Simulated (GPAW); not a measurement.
The system is GaN.

```
CELL_PARAMETERS angstrom
0.00000 2.25350 2.25350
2.25350 0.00000 2.25350
2.25350 2.25350 0.00000
ATOMIC_POSITIONS crystal
Ga 0.00000 0.00000 0.00000
N 0.25000 0.25000 0.25000
```

The cell is a database's computed one.

* Program: GPAW 26.7.0
* Task: relaxation of cell and atoms
* Functional: PBEsol
* Dispersion: D4
* Potentials or basis: PAW data sets generated in the run's folder for this functional
* Cutoff: 800 eV
* Basis: pw
* k mesh: 10 × 10 × 10
* Occupations: fermi-dirac, width 0.05 eV
* Spin: no spin polarisation

At the start: pressure 3.5 GPa; volume 11.44 Å³/atom.

Q: How do energy, volume and symmetry change on relaxing?

A: Over 3 steps the energy falls by 2.8 meV/atom and the volume is 11.63 Å³/atom (+1.6 %); space group F-43m (No. 216, to 0.05 Å).

Step by step:
```
step  energy change (eV)  largest force (eV/Å)  pressure (GPa)  volume (Å³)
   1              0.0000                0.0000            3.52        22.89
   2             -0.0028                0.0000            2.33        23.01
   3             -0.0056                0.0000            0.05        23.26
```

Final structure:
```
CELL_PARAMETERS angstrom
0.00000 2.26558 2.26558
2.26558 0.00000 2.26558
2.26558 2.26558 0.00000
ATOMIC_POSITIONS crystal
Ga 0.00000 0.00000 0.00000
N 0.25000 0.25000 0.25000
```

Caveat: the data sets keep Ga 3d, Li 1s and Be 1s frozen, and some such compounds lay over 1.5 % in volume off other programs; later steps reuse the first step's grids.
